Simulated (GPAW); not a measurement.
# Ir (P6_3/mmc) in GPAW: further runs

Aim: see how the results for Ir move with the level of theory and the settings. Levels: PBEsol+D3(BJ), PBEsol+D3(BJ)+ATM, PBEsol+D4. Tasks: relaxation of cell and atoms.

Program: GPAW 26.7.0. These are calculated values, not measurements. Logs are shortened: lines on timing, memory, paths and dates and some standing lists are left out, and cuts for length are marked. The log counts tension as positive stress, the text compression.

## (1) The crystal as given

The structure is hexagonal, space group P6_3/mmc (No. 194). The conventional cell has a = 2.751 Å, b = 2.751 Å, c = 4.462 Å, α = 90.00°, β = 90.00°, γ = 120.00°. Ir (site symmetry -6m2) has 12 Ir at 2.74 to 2.75 Å as nearest neighbours.

This isn't the form of Ir at room conditions, which is fcc.

## (2) Relaxation of cell and atoms, PBEsol+D3(BJ)

File run.py:

```python
from ase.calculators.mixing import SumCalculator
from ase.filters import FrechetCellFilter
from ase.io import read, write
from ase.optimize import BFGS
from dftd3.ase import DFTD3
from gpaw import GPAW, PW, setup_paths

setup_paths.insert(0, '.')

atoms = read('POSCAR')

calc = GPAW(mode=PW(600),
            xc='PBEsol',
            kpts={'size': (8, 8, 5), 'gamma': True},
            occupations={'name': 'fermi-dirac', 'width': 0.05},
            nbands=28,
            convergence={'density': 1e-05, 'forces': 0.0001},
            maxiter=150,
            txt='gpaw.txt')
atoms.calc = SumCalculator([calc, DFTD3(method='pbesol', damping='d3bj')])
opt = BFGS(FrechetCellFilter(atoms), trajectory='relax.traj', logfile='-')
done = opt.run(fmax=0.02, steps=60)
calc.write('gs.gpw')
write('result.traj', atoms)
print('Converged:', done)
print('Cell:', atoms.cell.cellpar().round(4))
print('Volume:', round(atoms.get_volume(), 4))
print(atoms.get_scaled_positions().round(5))
```

File POSCAR:

```
Ir
1.0
    2.7513778946      0.0000000000      0.0000000000
   -1.3756889473      2.3827631521      0.0000000000
    0.0000000000      0.0000000000      4.4622900000
Ir
2
Direct
    0.3333333333      0.6666666667      0.2500000000
    0.6666666667      0.3333333333      0.7500000000
```

Potentials or basis: PAW data sets generated in the run's folder for this functional, pw.

Run with:

```console
> gpaw-setup -f PBEsol Ir
> OMP_NUM_THREADS=1 python run.py
```

gpaw.txt:

```text
__  _  _
 | _ |_)|_||  |
 |__||  | ||/\| - 26.7.0

Input parameters:
  mode=PW(ecut=600.0),
  convergence={'density': 1e-05, 'forces': 0.0001},
  kpts=MonkhorstPack(size=(8, 8, 5), gamma=True),
  maxiter=150,
  nbands=28,
  occupations=Occupations(name='fermi-dirac', width=0.05),
  xc=XC(name='PBEsol')

Diagonalizing LCAO Hamiltonian
Converting LCAO to pw mode

          Ir

        Ir

Atoms  # Å, Bohr magnetons
|   | symbol |         x |        y |        z |    initial magnetic moments |
|---|--------|-----------|----------|----------|-----------------------------|
| 0 |     Ir | -0.000000 | 1.588509 | 1.115573 | ( 0.0000,  0.0000,  0.0000) |
| 1 |     Ir |  1.375689 | 0.794254 | 3.346718 | ( 0.0000,  0.0000,  0.0000) |

Unit cell  # Å
| periodic |         x |        y |        z |  lengths |     angles |
|----------|-----------|----------|----------|----------|------------|
|      yes |  2.751378 | 0.000000 | 0.000000 | 2.751378 |  90.000000 |
|      yes | -1.375689 | 2.382763 | 0.000000 | 2.751378 |  90.000000 |
|      yes |  0.000000 | 0.000000 | 4.462290 | 4.462290 | 120.000000 |

Number of symmetries: 12
Symmetry operations  # r_c * U_cc + t_c -> r_c
|    | kind |            matrix            |
|----|------|------------------------------|
|  0 |  σ   |  1, 1, 0,  0,-1, 0,  0, 0, 1 |
|  1 |  S6  |  1, 1, 0, -1, 0, 0,  0, 0,-1 |
|  2 |  E   |  1, 0, 0,  0, 1, 0,  0, 0, 1 |
|  3 |  C2  |  1, 0, 0, -1,-1, 0,  0, 0,-1 |
|  4 |  C2  |  0, 1, 0,  1, 0, 0,  0, 0,-1 |
|  5 |  C3  |  0, 1, 0, -1,-1, 0,  0, 0, 1 |
|  6 |  S6  |  0,-1, 0,  1, 1, 0,  0, 0,-1 |
|  7 |  σ   |  0,-1, 0, -1, 0, 0,  0, 0, 1 |
|  8 |  σ   | -1, 0, 0,  1, 1, 0,  0, 0, 1 |
|  9 |  i   | -1, 0, 0,  0,-1, 0,  0, 0,-1 |
| 10 |  C3  | -1,-1, 0,  1, 0, 0,  0, 0, 1 |
| 11 |  C2  | -1,-1, 0,  0, 1, 0,  0, 0,-1 |

BZ-sampling:
  Number of BZ points: 320
  Number of IBZ points: 40

  Monkhorst-Pack size: [8, 8, 5]
  Monkhorst-Pack shift: [0.0625, 0.0625, 0.0]

K-points  # in reciprocal-cell coordinates
|     |                                coordinates |     weight |
|-----|--------------------------------------------|------------|
|   0 | (  0.00000000,   0.00000000,   0.00000000) | 0.00312500 |
|   1 | (  0.00000000,   0.00000000,   0.20000000) | 0.00625000 |
|   2 | (  0.00000000,   0.00000000,   0.40000000) | 0.00625000 |
|   3 | (  0.12500000,   0.00000000,  -0.40000000) | 0.01875000 |
|   4 | (  0.12500000,   0.00000000,  -0.20000000) | 0.01875000 |
|   5 | (  0.12500000,   0.00000000,   0.00000000) | 0.01875000 |
|   6 | (  0.12500000,   0.00000000,   0.20000000) | 0.01875000 |
|   7 | (  0.12500000,   0.00000000,   0.40000000) | 0.01875000 |
|   8 | (  0.25000000,  -0.12500000,   0.00000000) | 0.01875000 |
|   9 | (  0.25000000,  -0.12500000,   0.20000000) | 0.03750000 |
| ... |                                            |            |
|  39 | (  0.50000000,   0.50000000,   0.40000000) | 0.01875000 |

Plane wave coefficients: 1002
Cutoff: 600.0 eV
[... 116 lines left out ...]
Fermi level: 14.157
Eigenvalues  # (at kpt = [0.000, 0.000, 0.000])
| band index |      eig [eV] | occ [0-2] |
|------------|---------------|-----------|
|          0 |       -35.992 |     2.000 |
|        ... |               |           |
|          8 |        10.411 |     2.000 |
|          9 |        10.513 |     2.000 |
|         10 |        10.513 |     2.000 |
|         11 |        11.139 |     2.000 |
|         12 |        11.139 |     2.000 |
|         13 |        11.916 |     2.000 |
[... 8 lines left out ...]
|         22 |        35.204 |     0.000 |
|         23 |        35.204 |     0.000 |
|        ... |               |           |
|         27 |        39.245 |     0.000 |

No gap
No difference between direct/indirect transitions

Stress tensor  # eV/Ang^3
|        x |         y |         z |
|----------|-----------|-----------|
| 0.075492 |  0.000000 |  0.000000 |
| 0.000000 |  0.075492 | -0.000000 |
| 0.000000 | -0.000000 |  0.085064 |

Forces  # eV/Ang
|        x |        y |        z |
|----------|----------|----------|
| -0.00000 | -0.00000 |  0.00001 |  # Ir   0
|  0.00000 |  0.00000 | -0.00001 |  # Ir   1

Interpolating wave functions to new cell

          Ir

        Ir

Atoms  # Å, Bohr magnetons
|   | symbol |         x |        y |        z |    initial magnetic moments |
|---|--------|-----------|----------|----------|-----------------------------|
| 0 |     Ir | -0.000000 | 1.568218 | 1.100228 | ( 0.0000,  0.0000,  0.0000) |
| 1 |     Ir |  1.358117 | 0.784109 | 3.300682 | ( 0.0000,  0.0000,  0.0000) |

Unit cell  # Å
| periodic |         x |        y |         z |  lengths |     angles |
|----------|-----------|----------|-----------|----------|------------|
|      yes |  2.716233 | 0.000000 | -0.000000 | 2.716233 |  90.000000 |
|      yes | -1.358117 | 2.352327 |  0.000000 | 2.716233 |  90.000000 |
|      yes | -0.000000 | 0.000000 |  4.400910 | 4.400910 | 120.000000 |

Number of symmetries: 12
Symmetry operations  # r_c * U_cc + t_c -> r_c
|    | kind |            matrix            |
|----|------|------------------------------|
|  0 |  σ   |  1, 1, 0,  0,-1, 0,  0, 0, 1 |
|  1 |  S6  |  1, 1, 0, -1, 0, 0,  0, 0,-1 |
|  2 |  E   |  1, 0, 0,  0, 1, 0,  0, 0, 1 |
|  3 |  C2  |  1, 0, 0, -1,-1, 0,  0, 0,-1 |
|  4 |  C2  |  0, 1, 0,  1, 0, 0,  0, 0,-1 |
|  5 |  C3  |  0, 1, 0, -1,-1, 0,  0, 0, 1 |
|  6 |  S6  |  0,-1, 0,  1, 1, 0,  0, 0,-1 |
|  7 |  σ   |  0,-1, 0, -1, 0, 0,  0, 0, 1 |
|  8 |  σ   | -1, 0, 0,  1, 1, 0,  0, 0, 1 |
|  9 |  i   | -1, 0, 0,  0,-1, 0,  0, 0,-1 |
| 10 |  C3  | -1,-1, 0,  1, 0, 0,  0, 0, 1 |
| 11 |  C2  | -1,-1, 0,  0, 1, 0,  0, 0,-1 |
[... 92 lines left out ...]
occupation numbers:
  Fermi-Dirac:
    width: 0.0500  # eV

poisson solver:
  ecut: 4800.0  # eV

xc functional:
  name: PBEsol with 2 nearest neighbor stencil

convergence criteria:
- Maximum integral of absolute [dens]ity change: 1e-05 electrons / valence electron
- Maximum change in the atomic [forces] across last 2 cycles: 0.0001 eV/Ang OR
Maximum error relative to the maximum force is below inf
- Maximum [total energy] change in last 3 cyles: 0.0005 eV / valence electron
- Maximum integral of absolute [eigenst]ate change: 4e-08 eV^2 / valence electron
maximum number of iterations: 150

SCF iterations
|iter     | |      energy | eigst |  dens |force |
|---------|-|-------------|-------|-------|------|
|iter:   1| |  -20.571617 | -1.12 |       |      |
|iter:   2| |  -20.544848 | -3.82 | -1.59 |      |
|iter:   3| |  -20.443015 | -2.70 | -1.64 |      |
|iter:   4| |  -20.446615 | -4.01 | -2.54 |      |
|iter:   5| |  -20.448748c| -3.82 | -2.82 |      |
|iter:   6| |  -20.448751c| -6.51 | -4.31 |      |
|iter:   7| |  -20.448749c| -7.44c| -4.24 |      |
|iter:   8| |  -20.448749c| -8.04c| -5.46c|      |
|iter:   9| |  -20.448749c| -8.95c| -5.86c|-3.48 |
|iter:  10| |  -20.448749c| -9.56c| -6.22c|-3.83 |
|iter:  11| |  -20.448749c|-10.22c| -7.21c|-6.03c|

Converged in 11 steps
Energy contributions relative to reference atoms: (reference = -968695.763642)

Energy contributions:
  Kinetic:           9.077945
  Coulomb:          -7.857768
  Zero:             -0.497679
  External:          0.000000
  Xc:              -21.159267
  Entropy:          -0.023958
  Spinorbit:         0.000000
  ----------------------------
  Free energy:     -20.460728
  Extrapolated:    -20.448749

dipole moment: (0.000001, 0.000001, 0.000002)  # |e|*Ang

Fermi level: 15.004
Eigenvalues  # (at kpt = [0.000, 0.000, 0.000])
| band index |      eig [eV] | occ [0-2] |
|------------|---------------|-----------|
|          0 |       -35.334 |     2.000 |
|        ... |               |           |
|          8 |        11.035 |     2.000 |
|          9 |        11.128 |     2.000 |
|         10 |        11.128 |     2.000 |
|         11 |        11.799 |     2.000 |
|         12 |        11.799 |     2.000 |
|         13 |        12.615 |     2.000 |
[... 8 lines left out ...]
|         22 |        36.562 |     0.000 |
|         23 |        36.562 |     0.000 |
|        ... |               |           |
|         27 |        40.717 |     0.000 |

No gap
No difference between direct/indirect transitions
[... 141 lines left out ...]
occupation numbers:
  Fermi-Dirac:
    width: 0.0500  # eV

poisson solver:
  ecut: 4800.0  # eV

xc functional:
  name: PBEsol with 2 nearest neighbor stencil

convergence criteria:
- Maximum integral of absolute [dens]ity change: 1e-05 electrons / valence electron
- Maximum change in the atomic [forces] across last 2 cycles: 0.0001 eV/Ang OR
Maximum error relative to the maximum force is below inf
- Maximum [total energy] change in last 3 cyles: 0.0005 eV / valence electron
- Maximum integral of absolute [eigenst]ate change: 4e-08 eV^2 / valence electron
maximum number of iterations: 150

SCF iterations
|iter     | |      energy | eigst |  dens |force |
|---------|-|-------------|-------|-------|------|
|iter:   1| |  -20.461265 | -1.67 |       |      |
|iter:   2| |  -20.454602 | -4.40 | -1.89 |      |
|iter:   3| |  -20.429243 | -3.33 | -1.94 |      |
|iter:   4| |  -20.430154 | -4.62 | -2.84 |      |
|iter:   5| |  -20.430696c| -4.40 | -3.11 |      |
|iter:   6| |  -20.430697c| -7.12 | -4.46 |      |
|iter:   7| |  -20.430696c| -8.03c| -4.54 |      |
|iter:   8| |  -20.430696c| -9.08c| -5.85c|      |
|iter:   9| |  -20.430696c| -9.84c| -6.21c|-3.65 |
|iter:  10| |  -20.430696c|-10.36c| -6.50c|-4.22c|

Converged in 10 steps
Energy contributions relative to reference atoms: (reference = -968695.763642)

Energy contributions:
  Kinetic:          15.582616
  Coulomb:         -13.411286
  Zero:             -0.515854
  External:          0.000000
  Xc:              -22.074568
  Entropy:          -0.023209
  Spinorbit:         0.000000
  ----------------------------
  Free energy:     -20.442301
  Extrapolated:    -20.430696

dipole moment: (0.000001, 0.000001, 0.000002)  # |e|*Ang

Fermi level: 15.446
Eigenvalues  # (at kpt = [0.000, 0.000, 0.000])
| band index |      eig [eV] | occ [0-2] |
|------------|---------------|-----------|
|          0 |       -34.995 |     2.000 |
|        ... |               |           |
|          8 |        11.366 |     2.000 |
|          9 |        11.446 |     2.000 |
|         10 |        11.446 |     2.000 |
|         11 |        12.143 |     2.000 |
|         12 |        12.143 |     2.000 |
|         13 |        12.972 |     2.000 |
[... 8 lines left out ...]
|         22 |        37.261 |     0.000 |
|         23 |        37.261 |     0.000 |
|        ... |               |           |
|         27 |        41.475 |     0.000 |

No gap
No difference between direct/indirect transitions
[... 615 lines left out ...]
Fermi level: 15.407
Eigenvalues  # (at kpt = [0.000, 0.000, 0.000])
| band index |      eig [eV] | occ [0-2] |
|------------|---------------|-----------|
|          0 |       -35.031 |     2.000 |
|        ... |               |           |
|          8 |        11.353 |     2.000 |
|          9 |        11.415 |     2.000 |
|         10 |        11.416 |     2.000 |
|         11 |        12.115 |     2.000 |
|         12 |        12.115 |     2.000 |
|         13 |        12.923 |     2.000 |
[... 8 lines left out ...]
|         22 |        37.175 |     0.000 |
|         23 |        37.175 |     0.000 |
|        ... |               |           |
|         27 |        41.388 |     0.000 |

No gap
No difference between direct/indirect transitions

Stress tensor  # eV/Ang^3
|         x |         y |         z |
|-----------|-----------|-----------|
| -0.053192 |  0.000000 |  0.000000 |
|  0.000000 | -0.053192 |  0.000000 |
|  0.000000 |  0.000000 | -0.053035 |

Forces  # eV/Ang
|        x |        y |        z |
|----------|----------|----------|
| -0.00000 |  0.00000 |  0.00001 |  # Ir   0
| -0.00000 | -0.00000 | -0.00001 |  # Ir   1

# Writing to gs.gpw (mode='')
```

It took 70 s on 1 thread of Arm Neoverse V2, shared host; peak memory 0.24 GiB.

What came out:

- Free energy: -21.9089 eV
- Relaxed volume: 13.81 Å³/atom
- Relaxed cell: a = 2.702 Å, b = 2.702 Å, c = 4.366 Å, α = 90.00°, β = 90.00°, γ = 120.00°
- Space group after relaxing (to 0.05 Å): P6_3/mmc (No. 194)
- Energy gained by relaxing: 54.9 meV/atom
- Ionic steps: 6
- Pressure after relaxing: 0.0 GPa
- Band gap on the k mesh: none (metal or under the smearing width)
- Dispersion energy per atom: -0.732 eV

Step by step:
| step | energy change (eV) | largest force (eV/Å) | pressure (GPa) | volume (Å³) |
| --- | --- | --- | --- | --- |
| 1 | 0.0000 | 0.0000 | -20.22 | 29.25 |
| 2 | -0.0982 | 0.0000 | -7.07 | 28.12 |
| 3 | -0.1095 | 0.0000 | 0.72 | 27.56 |
| 4 | -0.1097 | 0.0000 | 0.00 | 27.61 |
| 5 | -0.1098 | 0.0000 | -0.05 | 27.61 |
| 6 | -0.1098 | 0.0000 | -0.03 | 27.61 |

Final structure:
```
Ir
1.0
     2.70233    0.00000    0.00000
    -1.35116    2.34029    0.00000
     0.00000    0.00000    4.36609
Ir
2
Direct
  0.33333 0.66667 0.25000
  0.66667 0.33333 0.75000
```

Caveat: later steps reuse the first step's grids; pairwise dispersion overbinds metals, which lowers pressure and volume. The run has no spin-orbit coupling, so splittings on Ir are missing.

## (3) Relaxation of cell and atoms, PBEsol+D3(BJ)+ATM

run.py, as its differences from that of step 2:

```diff
@@ -19,3 +19,3 @@
             txt='gpaw.txt')
-atoms.calc = SumCalculator([calc, DFTD3(method='pbesol', damping='d3bj')])
+atoms.calc = SumCalculator([calc, DFTD3(damping='d3bj', params_tweaks=dict(method='pbesol', atm=True))])
 opt = BFGS(FrechetCellFilter(atoms), trajectory='relax.traj', logfile='-')
```

POSCAR is that of step 2.

Potentials or basis: PAW data sets generated in the run's folder for this functional, pw.

Run with:

```console
> gpaw-setup -f PBEsol Ir
> OMP_NUM_THREADS=1 python run.py
```

Run time: 72 s. Hardware: 1 thread of Arm Neoverse V2, shared host; peak memory 0.25 GiB.

The run converged. Its results:

```
Free energy                            : -21.7017 eV
Relaxed volume                         : 13.89 Å³/atom
Relaxed cell                           : a = 2.708 Å, b = 2.708 Å, c = 4.375 Å, α = 90.00°, β = 90.00°, γ = 120.00°
Space group after relaxing (to 0.05 Å) : P6_3/mmc (No. 194)
Energy gained by relaxing              : 44.1 meV/atom
Ionic steps                            : 6
Pressure after relaxing                : -0.1 GPa
Band gap on the k mesh                 : none (metal or under the smearing width)
Dispersion energy per atom             : -0.624 eV
```

Step by step:
```csv
step,energy change (eV),largest force (eV/Å),pressure (GPa),volume (Å³)
1,0.0000,0.0000,-18.18,29.25
2,-0.0790,0.0000,-6.27,28.23
3,-0.0880,0.0000,0.57,27.73
4,-0.0881,0.0000,0.01,27.77
5,-0.0882,0.0000,-0.07,27.78
6,-0.0882,0.0000,-0.05,27.78
```

Final structure:
```cif
data_structure
_symmetry_space_group_name_H-M 'P 1'
_symmetry_Int_Tables_number 1
_cell_length_a 2.7078
_cell_length_b 2.7078
_cell_length_c 4.3745
_cell_angle_alpha 90.000
_cell_angle_beta 90.000
_cell_angle_gamma 120.000
_cell_volume 27.78
loop_
_atom_site_label
_atom_site_type_symbol
_atom_site_fract_x
_atom_site_fract_y
_atom_site_fract_z
_atom_site_occupancy
Ir1 Ir 0.33333 0.66667 0.25000 1
Ir2 Ir 0.66667 0.33333 0.75000 1
```

Levels at points of the mesh, in eV from the Fermi level:
```
           k point  band 11  band 12  band 13  band 14  band 15  band 16  band 17  band 18  band 19  band 20
(0.00, 0.00, 0.00)    -3.95    -3.26    -3.26    -2.46    -2.46    -0.86     0.31     0.31     7.35    13.85
(0.50, 0.50, 0.00)    -3.64    -3.57    -3.04     0.75     1.08     1.20     3.05     4.53     8.33    10.48
```

Caveat: later steps reuse the first step's grids; pairwise dispersion overbinds metals, which lowers pressure and volume. The run has no spin-orbit coupling, so splittings on Ir are missing.

[end of part 1 of 2]
